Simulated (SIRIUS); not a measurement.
# Ge (P6_3/mmc) in SIRIUS: convergence with k mesh, part 2 of 2

SIRIUS 7.12.0. The steps go on from the part before.

## 8. With k mesh 10 × 10 × 5

sirius.json reads:

```json
{
  "control": {
    "processing_unit": "cpu",
    "std_evp_solver_name": "lapack",
    "gen_evp_solver_name": "lapack",
    "verbosity": 2,
    "print_forces": true,
    "ortho_rf": true,
    "use_second_variation": true,
    "rmt_max": 3.0,
    "num_bands_to_print": 24,
    "save_wf": true
  },
  "parameters": {
    "electronic_structure_method": "full_potential_lapwlo",
    "xc_functionals": ["XC_GGA_X_PBE", "XC_GGA_C_PBE"],
    "core_relativity": "dirac",
    "valence_relativity": "iora",
    "num_fv_states": 53,
    "smearing": "fermi_dirac",
    "smearing_width": 0.0018374661,
    "pw_cutoff": 20,
    "gk_cutoff": 3.68,
    "lmax_apw": 10,
    "lmax_rho": 8,
    "lmax_pot": 8,
    "num_mag_dims": 0,
    "auto_rmt": 0,
    "ngridk": [10, 10, 5],
    "shiftk": [0, 0, 0],
    "num_dft_iter": 80,
    "energy_tol": 1e-07,
    "density_tol": 1e-05,
    "use_symmetry": true
  },
  "settings": {"tol_ne": 1e-10},
  "iterative_solver": {"type": "exact"},
  "mixer": {"type": "anderson", "beta": 0.5, "max_history": 8},
  "unit_cell": {
    "lattice_vectors": [[7.5543424031, 0.0, 0.0], [-3.7771712017, 6.5422524301, 0.0], [0.0, 0.0, 12.4710169184]],
    "atom_types": ["Ge"],
    "atom_files": {"Ge": "Ge.json"},
    "atoms": {
      "Ge": [
        [0.3333333333, 0.6666666667, 0.93709875],
        [0.6666666667, 0.3333333333, 0.43709875],
        [0.3333333333, 0.6666666667, 0.56290125],
        [0.6666666667, 0.3333333333, 0.06290125]
      ]
    }
  }
}
```

Ge.json reads:

```json
{
  "name": "germanium",
  "symbol": "Ge",
  "number": 32,
  "mass": 72.64,
  "rmin": 1e-06,
  "rmt": 2.28,
  "nrmt": 800,
  "rinf": 16.93,
  "core": "1s2s2p",
  "valence": [
    {"basis": [{"enu": -0.01, "dme": 0, "n": 0, "auto": 0}, {"enu": -0.01, "dme": 1, "n": 0, "auto": 0}]},
    {"l": 0, "n": 1, "basis": [{"enu": -0.0047, "dme": 0, "n": 0, "auto": 0}]},
    {"l": 1, "n": 2, "basis": [{"enu": 0.09, "dme": 0, "n": 0, "auto": 0}]},
    {"l": 2, "n": 3, "basis": [{"enu": 0.09, "dme": 0, "n": 0, "auto": 0}]},
    {"l": 3, "n": 4, "basis": [{"enu": 0.09, "dme": 0, "n": 0, "auto": 0}]}
  ],
  "lo": [
    {
      "l": 0,
      "basis": [{"enu": -0.0047, "dme": 0, "n": 0, "auto": 0}, {"enu": -0.0047, "dme": 1, "n": 0, "auto": 0}]
    },
    {
      "l": 0,
      "basis": [{"enu": -0.0047, "dme": 1, "n": 0, "auto": 0}, {"enu": -0.0047, "dme": 2, "n": 0, "auto": 0}]
    },
    {
      "l": 0,
      "basis": [{"enu": -5.9105, "dme": 0, "n": 3, "auto": 1}, {"enu": -5.9105, "dme": 1, "n": 3, "auto": 1}]
    },
    {
      "l": 0,
      "basis": [{"enu": -0.0047, "dme": 0, "n": 0, "auto": 0}, {"enu": 2.3037, "dme": 0, "n": 0, "auto": 0}]
    },
    {"l": 1, "basis": [{"enu": 0.09, "dme": 0, "n": 0, "auto": 0}, {"enu": 0.09, "dme": 1, "n": 0, "auto": 0}]},
    {
      "l": 1,
      "basis": [{"enu": -3.9966, "dme": 0, "n": 3, "auto": 1}, {"enu": -3.9966, "dme": 1, "n": 3, "auto": 1}]
    },
    {
      "l": 1,
      "basis": [{"enu": -3.9966, "dme": 1, "n": 3, "auto": 1}, {"enu": 0.09, "dme": 0, "n": 0, "auto": 0}]
    },
    {"l": 1, "basis": [{"enu": 0.09, "dme": 0, "n": 0, "auto": 0}, {"enu": 3.6296, "dme": 0, "n": 0, "auto": 0}]},
    {"l": 2, "basis": [{"enu": 0.09, "dme": 0, "n": 0, "auto": 0}, {"enu": 0.09, "dme": 1, "n": 0, "auto": 0}]},
    {
      "l": 2,
      "basis": [{"enu": -0.8492, "dme": 0, "n": 3, "auto": 1}, {"enu": -0.8492, "dme": 1, "n": 3, "auto": 1}]
    },
    {
      "l": 2,
      "basis": [{"enu": -0.8492, "dme": 1, "n": 3, "auto": 1}, {"enu": 0.09, "dme": 0, "n": 0, "auto": 0}]
    },
    {"l": 2, "basis": [{"enu": 0.09, "dme": 0, "n": 0, "auto": 0}, {"enu": 4.0912, "dme": 0, "n": 0, "auto": 0}]},
    {"l": 3, "basis": [{"enu": 0.09, "dme": 0, "n": 0, "auto": 0}, {"enu": 0.09, "dme": 1, "n": 0, "auto": 0}]},
    {"l": 3, "basis": [{"enu": 0.09, "dme": 0, "n": 0, "auto": 0}, {"enu": 3.4372, "dme": 0, "n": 0, "auto": 0}]}
  ],
  "free_atom": [... radial grid and density of the free atom, the start of the SCF ...]
}
```

sirius_start.json reads:

```json
{
  "control": {
    "processing_unit": "cpu",
    "std_evp_solver_name": "lapack",
    "gen_evp_solver_name": "lapack",
    "verbosity": 1,
    "print_forces": false,
    "ortho_rf": true,
    "use_second_variation": true,
    "rmt_max": 3.0,
    "num_bands_to_print": 24,
    "save_wf": false
  },
  "parameters": {
    "electronic_structure_method": "full_potential_lapwlo",
    "xc_functionals": ["XC_LDA_X", "XC_LDA_C_PW"],
    "core_relativity": "dirac",
    "valence_relativity": "iora",
    "num_fv_states": 53,
    "smearing": "fermi_dirac",
    "smearing_width": 0.0055123983,
    "pw_cutoff": 20,
    "gk_cutoff": 2.95,
    "lmax_apw": 10,
    "lmax_rho": 8,
    "lmax_pot": 8,
    "num_mag_dims": 0,
    "auto_rmt": 0,
    "ngridk": [4, 4, 2],
    "shiftk": [0, 0, 0],
    "num_dft_iter": 30,
    "energy_tol": 0.01,
    "density_tol": 0.05,
    "use_symmetry": true
  },
  "settings": {"tol_ne": 1e-10},
  "iterative_solver": {"type": "exact"},
  "mixer": {"type": "anderson", "beta": 0.5, "max_history": 8},
  "unit_cell": {
    "lattice_vectors": [[7.5543424031, 0.0, 0.0], [-3.7771712017, 6.5422524301, 0.0], [0.0, 0.0, 12.4710169184]],
    "atom_types": ["Ge"],
    "atom_files": {"Ge": "Ge.json"},
    "atoms": {
      "Ge": [
        [0.3333333333, 0.6666666667, 0.93709875],
        [0.6666666667, 0.3333333333, 0.43709875],
        [0.3333333333, 0.6666666667, 0.56290125],
        [0.6666666667, 0.3333333333, 0.06290125]
      ]
    }
  }
}
```

Potentials or basis: all-electron FP-LAPW, apw+lo standard.

Launch:

```
OMP_NUM_THREADS=1 sirius.scf --input=sirius_start.json --output=start.json
OMP_NUM_THREADS=1 sirius.scf --input=sirius.json --output=output.json --task=1
```

Output:

```text
[info] SIRIUS version : 7.12.0
[info] number of MPI ranks           : 1
[info] MPI grid                      : 1 1
[info] maximum number of OMP threads : 1
[fft] FFT context for density and potential
[fft] =====================================
[fft]   plane wave cutoff                     : 20
[fft]   grid size                             : 54 54 90   total : 262440
[fft]   grid limits                           : -26 27   -26 27   -44 45
[fft]   number of G-vectors within the cutoff : 83227
[fft]   number of G-shells                    : 4070
[fft] FFT context for coarse grid
[fft] =====================================
[fft]   plane wave cutoff                     : 7.36
[fft]   grid size                             : 20 20 32   total : 12800
[fft]   grid limits                           : -9 10   -9 10   -15 16
[fft]   number of G-vectors within the cutoff : 4139
[fft]   number of G-shells                    : 261
[unit cell] lattice vectors
[unit cell]   a1 :       7.5543424031      0.0000000000      0.0000000000
[unit cell]   a2 :      -3.7771712017      6.5422524301      0.0000000000
[unit cell]   a3 :       0.0000000000      0.0000000000     12.4710169184
[unit cell] reciprocal lattice vectors
[unit cell]   b1 :       0.8317316018      0.4802004642     -0.0000000000
[unit cell]   b2 :       0.0000000000      0.9604009283      0.0000000000
[unit cell]   b3 :       0.0000000000     -0.0000000000      0.5038230121
[unit cell] unit cell volume :       616.34777292 [a.u.^3]
[unit cell] 1/sqrt(omega)    :         0.04027978
[unit cell] MT volume        :       198.58806385 (32.22%)
[unit cell] IT volume        :       417.75970908 (67.78%)
[unit cell] number of atom types : 1
[unit cell] type id : 0 symbol : Ge mt_radius :   2.280000 num_atoms : 4
[unit cell] total number of atoms : 4
[unit cell] number of symmetry classes : 1
[unit cell] atom id  type id  class id             position                      vector_field
[unit cell] ------------------------------------------------------------------------------------------
[unit cell]      0        0        0      0.33333   0.66667   0.93710      0.00000   0.00000   0.00000
[unit cell]      1        0        0      0.66667   0.33333   0.43710      0.00000   0.00000   0.00000
[unit cell]      2        0        0      0.33333   0.66667   0.56290      0.00000   0.00000   0.00000
[unit cell]      3        0        0      0.66667   0.33333   0.06290      0.00000   0.00000   0.00000
[unit cell] atom id         position (Cartesian, a.u.)
[unit cell] ---------------------------------------------
[unit cell]      0      -0.000000    4.361502   11.686574
[unit cell]      1       3.777171    2.180751    5.451066
[unit cell]      2      -0.000000    4.361502    7.019951
[... 293 lines left out ...]
[diagonalize] ik:   38   -5.829034   -5.829029   -5.828995   -5.828990   -3.886336   -3.886332   -3.886114   -3.886111   -3.886095   -3.886090   -3.885968   -3.885952   -3.885799   -3.885791   -3.885727   -3.885721   -0.722954   -0.722730   -0.722634   -0.722273   -0.720708   -0.720082   -0.718554   -0.718037
[diagonalize] ik:   39   -5.829028   -5.829024   -5.829000   -5.828996   -3.886338   -3.886336   -3.886117   -3.886114   -3.886101   -3.886095   -3.885935   -3.885920   -3.885825   -3.885816   -3.885720   -3.885715   -0.723110   -0.722840   -0.722659   -0.722401   -0.720328   -0.719830   -0.718355   -0.717909
[diagonalize] ik:   40   -5.829025   -5.829022   -5.829002   -5.828999   -3.886339   -3.886338   -3.886117   -3.886115   -3.886103   -3.886097   -3.885917   -3.885903   -3.885841   -3.885830   -3.885718   -3.885713   -0.723160   -0.722914   -0.722603   -0.722488   -0.720104   -0.719807   -0.718086   -0.718052
[diagonalize] ik:   41   -5.829023   -5.829021   -5.829003   -5.829001   -3.886339   -3.886339   -3.886117   -3.886116   -3.886105   -3.886100   -3.885901   -3.885887   -3.885857   -3.885846   -3.885716   -3.885711   -0.723289   -0.723048   -0.722599   -0.722514   -0.719995   -0.719805   -0.717940   -0.717564
[generate_core_charge_density] atom class : 0
[generate_core_charge_density]   n,l,k : 1 0 1  energy :        -402.36995646
[generate_core_charge_density]   n,l,k : 2 0 1  energy :         -50.03567258
[generate_core_charge_density]   n,l,k : 2 1 1  energy :         -44.46708598
[generate_core_charge_density]   n,l,k : 2 1 2  energy :         -43.29542939
[find] Total energy                   :   -8396.33203340 (Ha),  -16792.66406680 (Ry)
[find] iteration : 1, RMS (target) : 2.0618e-01 (1.0000e-05) , energy difference (target) : 2.1646e-04 (1.0000e-07)
[find] Total energy                   :   -8396.33204908 (Ha),  -16792.66409817 (Ry)
[find] iteration : 2, RMS (target) : 1.5536e-02 (1.0000e-05) , energy difference (target) : -1.5683e-05 (1.0000e-07)
[find] Total energy                   :   -8396.33201914 (Ha),  -16792.66403829 (Ry)
[find] iteration : 3, RMS (target) : 2.6385e-03 (1.0000e-05) , energy difference (target) : 2.9940e-05 (1.0000e-07)
[find] Total energy                   :   -8396.33202737 (Ha),  -16792.66405474 (Ry)
[find] iteration : 4, RMS (target) : 1.6009e-04 (1.0000e-05) , energy difference (target) : -8.2239e-06 (1.0000e-07)
[find] Total energy                   :   -8396.33202676 (Ha),  -16792.66405352 (Ry)
[find] iteration : 5, RMS (target) : 2.2730e-05 (1.0000e-05) , energy difference (target) : 6.0654e-07 (1.0000e-07)
[find] Total energy                   :   -8396.33202666 (Ha),  -16792.66405332 (Ry)
[find] iteration : 6, RMS (target) : 4.6105e-06 (1.0000e-05) , energy difference (target) : 1.0240e-07 (1.0000e-07)
[find] Charges and magnetic moments
[... 12 lines left out ...]
[find] valence_eval_sum               :    -168.76421896
[find] core_eval_sum                  :   -4667.58446145
[find] kinetic energy                 :    8569.80916029
[find] enuc                           :  -10151.52952839
[find] <rho|V^{XC}>                   :    -414.94656526
[find] <rho|E^{XC}>                   :    -319.00602882
[find] <mag|B^{XC}>                   :       0.00000000
[find] <rho|V^{H}>                    :  -12991.21127544
[find] smearing (-TS)                 :      -0.00004228
[find] SCF correction                 :       0.00000797
[find] Total energy                   :   -8396.33202667 (Ha),  -16792.66405334 (Ry)
[find] Free energy (E-TS)             :   -8396.33206895 (Ha),  -16792.66413790 (Ry)
[find] band gap (eV)                  :       0.05625933
[find] Efermi                         :       0.19368093
[find] iteration : 7, RMS (target) : 4.4114e-07 (1.0000e-05) , energy difference (target) : -1.2271e-08 (1.0000e-07)
[find] converged after 8 SCF iterations!
[find] Charges and magnetic moments
[find] --------------------------------------------------------------------------------
[find] atom      charge    core leakage
[find] --------------------------------------------------------------------------------
[find]    0   30.314088    0.000000e+00
[find]    1   30.314088    0.000000e+00
[find]    2   30.314088    0.000000e+00
[find]    3   30.314088    0.000000e+00
[find] total core leakage    : 0.00000000e+00
[find] interstitial charge   : 6.743647
[find] total charge          : 127.999998
[find] Energy
[find] --------------------------------------------------------------------------------
[find] valence_eval_sum               :    -168.76421896
[find] core_eval_sum                  :   -4667.58446145
[find] kinetic energy                 :    8569.80916029
[find] enuc                           :  -10151.52952839
[find] <rho|V^{XC}>                   :    -414.94656526
[find] <rho|E^{XC}>                   :    -319.00602882
[find] <mag|B^{XC}>                   :       0.00000000
[find] <rho|V^{H}>                    :  -12991.21127544
[find] smearing (-TS)                 :      -0.00004228
[find] SCF correction                 :       0.00000797
[find] Total energy                   :   -8396.33202667 (Ha),  -16792.66405334 (Ry)
[find] Free energy (E-TS)             :   -8396.33206895 (Ha),  -16792.66413790 (Ry)
[find] band gap (eV)                  :       0.05625933
[find] Efermi                         :       0.19368093
[ground_state]
[ground_state] ==== total Forces in Ha/bohr =====
[ground_state] atom:    0, force:      -0.0000000     -0.0000000     -0.0001937
[ground_state] atom:    1, force:       0.0000000      0.0000000     -0.0001937
[ground_state] atom:    2, force:       0.0000000      0.0000000      0.0001937
[ground_state] atom:    3, force:       0.0000000      0.0000000      0.0001937
[ground_state] ==== contribution from density =====
[ground_state] atom:    0, force:      -0.0000000      0.0000000     -0.0232641
[ground_state] atom:    1, force:       0.0000000     -0.0000000     -0.0232641
[ground_state] atom:    2, force:      -0.0000000     -0.0000000      0.0232641
[ground_state] atom:    3, force:       0.0000000     -0.0000000      0.0232641
[ground_state] ==== contribution from Hartree potential =====
[ground_state] atom:    0, force:      -0.0000000     -0.0000000      0.0167754
[ground_state] atom:    1, force:      -0.0000000      0.0000000      0.0167754
[ground_state] atom:    2, force:       0.0000000      0.0000000     -0.0167754
[ground_state] atom:    3, force:      -0.0000000      0.0000000     -0.0167754
[ground_state] ==== contribution from IBS =====
[ground_state] atom:    0, force:      -0.0000000     -0.0000000      0.0062950
[ground_state] atom:    1, force:       0.0000000      0.0000000      0.0062950
[ground_state] atom:    2, force:       0.0000000      0.0000000     -0.0062950
[ground_state] atom:    3, force:       0.0000000      0.0000000     -0.0062950
```

Run time: 4.7 min. Hardware: 1 thread of Arm Neoverse V2, shared host; peak memory 0.85 GiB.

Results:

```yaml
Free_energy: -228475.8350 eV
Largest_force: 0.010 eV/Å
Band_gap_on_the_k_mesh: 0.06 eV, indirect (least direct gap 0.12 eV)
All_electrons_inside_the_program's_atomic_spheres: Ge 30.31 (radii Ge 2.28 bohr)
```

## 9. Summary

```
     k mesh  energy less the tightest run, at zero smearing (meV/atom)  largest force (eV/Å)  gap on the mesh (eV)  SCF cycles  CPU time (s)  peak memory (GiB)
  1 × 1 × 1                                                    5592.73                 1.000                 0.075          14            50               0.54
  2 × 2 × 1                                                     675.12                 0.236                 0.076           9            43               0.55
  4 × 4 × 2                                                      55.25                 0.049                 0.113           8            76               0.59
  5 × 5 × 2                                                      16.07                 0.039                 0.116           8            89                0.6
  6 × 6 × 3                                                      12.98                 0.028                 0.118           8           110               0.63
  8 × 8 × 4                                                       1.38                 0.014                 0.120           8           210               0.76
10 × 10 × 5                                                       0.00                 0.010                 0.056           8           280               0.85
```

Against the tightest run, the largest force stays within 0.005 eV/Å from 8 × 8 × 4 on. Not settled before the last step: the energy (to 1 meV/atom), the gap on the mesh (to 0.01 eV). Meshes of other sizes hit other points, so gaps and Fermi surfaces needn't settle smoothly. The tightest run that finished is the yardstick and may itself not be fully converged.

Caveats: an odd mesh through Γ misses points on the zone boundary, where band edges often lie.
